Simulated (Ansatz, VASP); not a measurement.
# Hf in VASP and in Ansatz

The input INCAR:

```
PREC = Accurate ; ENCUT = 520
EDIFF = 1E-8 ; ISMEAR = -1
SIGMA = 0.03 ; LREAL = F
LASPH = T ; NELM = 100
ALGO = Normal ; ISIF = 2
LWAVE = F ; LCHARG = F
LEFG = T ; NBANDS = 11
```

Contents of KPOINTS:

```
Automatic mesh
0
Gamma
  13 13 13
```

POSCAR

```
Hf
1.0
    0.0000000000      2.2273754695      2.2273754695
    2.2273754695      0.0000000000      2.2273754695
    2.2273754695      2.2273754695      0.0000000000
Hf
1
Direct
    0.0000000000      0.0000000000      0.0000000000
```

Input for Ansatz:

```yaml
crystal:
  lattice:
    - [0.0, 2.2273754695, 2.2273754695]
    - [2.2273754695, 0.0, 2.2273754695]
    - [2.2273754695, 2.2273754695, 0.0]
  atoms:
    - { symbol: Hf, position: [0.0, 0.0, 0.0] }
kpoints:
  mp_grid: { grid: [13, 13, 13] }
scf:
  occupations: { method: fermi_dirac, width: 0.03 }
hamiltonian:
  xc: lda
  pseudopotentials: { kind: all_electron, datasets: crystal }
output:
  forces: true
  stress: true
  eigenvalues: true
  efg: { contact_densities: true }
```

Change from the starting cell: volume scaled by 1.01, crystal datasets.

Alike in both runs: task electric field gradients; functional LDA; k mesh 13 × 13 × 13; occupations fermi-dirac, width 0.03 eV; no spin polarisation.

|  | VASP | Ansatz |
| --- | --- | --- |
| version | VASP 6.6.1 | Ansatz 0.2.0 |
| potentials or method | VASP PAW LDA potentials, release 64 (Hf_pv) | all-electron PAW with datasets made for the crystal, scalar-relativistic |
| plane-wave cutoff (eV) | 520 | see its input |

|  | VASP | Ansatz | Ansatz less VASP |
| --- | --- | --- | --- |
| pressure (GPa) | -6.5 | -6.4 | +0.02 |
| Vzz of the field gradient on the site that differs most (V/Å²) | 0.0 | 0.0 | 0.00 |

Ansatz ran all-electron here, so the differences hold the error of VASP's frozen core and of both bases. Ansatz warned: «gradients_without_spin_orbit».

Spin-orbit coupling is left out, which matters for the levels of Hf.
